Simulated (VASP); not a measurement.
# VASP inputs for TePb (rocksalt)

INCAR

```
ENCUT = 520
GGA = PE
ISIF = 2
LWAVE = .FALSE.
LASPH = .TRUE.
NELM = 120
ISMEAR = -1
SIGMA = 0.02
LCHARG = .FALSE.
LREAL = .FALSE.
PREC = Accurate
IBRION = -1
NBANDS = 17
NSW = 0
EDIFF = 1E-7
```

KPOINTS

```
KPOINTS created by Atomic Simulation Environment
0
Gamma
8 8 8
0 0 0
```

KPOINTS_OPT

```
special points
6
Reciprocal
0.0000000000 0.0000000000 0.0000000000 1
0.5000000000 0.0000000000 0.5000000000 1
0.5000000000 0.2500000000 0.7500000000 1
0.3750000000 0.3750000000 0.7500000000 1
0.5000000000 0.5000000000 0.5000000000 1
0.6250000000 0.2500000000 0.6250000000 1
```

POSCAR

```
Pb Te
 1.0000000000000000
    -0.0000000000000000    3.2678368440065522    3.2678368440065522
     3.2678368440065522   -0.0000000000000000    3.2678368440065522
     3.2678368440065522    3.2678368440065522    0.0000000000000000
 Pb  Te
   1   1
Cartesian
  0.0000000000000000  0.0000000000000000  0.0000000000000000
  3.2678368440065522  3.2678368440065522  3.2678368440065522
```

VASP ran with the recommended PBE PAW datasets (20 valence electrons in the cell).

**Question.** What does this run give?

**Answer.** gap between bands v and c 0.80 eV; least direct gap 0.80 eV; pressure 0.6 GPa.

Band v is the last that the valence electrons fill when counted band by band, and c is the next. Levels in eV from the top of v:

| point | v−1 | v | c | c+1 |
| --- | --- | --- | --- | --- |
| Γ | -1.21 | -1.21 | 4.04 | 4.04 |
| X | -2.60 | -2.60 | 3.44 | 5.36 |
| W | -3.54 | -0.30 | 1.71 | 5.21 |
| K | -2.12 | -1.94 | 3.55 | 3.75 |
| L | -0.78 | 0.00 | 0.80 | 1.36 |
